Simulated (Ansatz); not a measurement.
A (001) slab of C (P6_3/mmc (No. 194)), 3 planes, outer planes C (top) and C (bottom), with 6 atoms (C6) in a surface cell of A = 5.262 Å², as cut from the bulk:

```
C
1.0
     2.46498    0.00000    0.00000
    -1.23249    2.13474    0.00000
     0.00000    0.00000   21.73843
C
6
Direct
  0.00000 0.00000 0.34501
  0.33333 0.66667 0.34501
  0.00000 0.00000 0.50000
  0.66667 0.33333 0.50000
  0.00000 0.00000 0.65499
  0.33333 0.66667 0.65499
```

Level of theory: Ansatz 0.2.0, DFT PBE+D3(BJ), scalar-relativistic, plane waves, PAW. Cutoff 420 eV; k points 15×15×1 on the computed 6-atom cell (Γ-centred); Gaussian smearing, width 0.10 eV; no spin polarisation. The cell repeats along c with a dipole correction in the vacuum.

Against the same 6 atoms in the bulk, the slab as cut lies 0.121 eV higher and the relaxed slab 0.121 eV higher.

Q: Work out the surface energy before and after relaxation.

A: The slab has two faces, so γ = (E_slab − N·E_bulk)/(2A), the mean of both. As cut: 0.121/(2 × 5.262) = 0.0115 eV/Å², and 1 eV/Å² = 16.02 J/m², so γ = 0.18 J/m². Relaxed: 0.121/(2 × 5.262) = 0.0115 eV/Å² = 0.18 J/m². Relaxation recovers 0.0 % of the cost of cutting.

Q: What is the ideal work of this cut, per area?

A: Griffith's ideal work is 2γ: 0.37 J/m², whether the new faces relax or not. One thickness was run, 3 planes, so γ can still shift with it.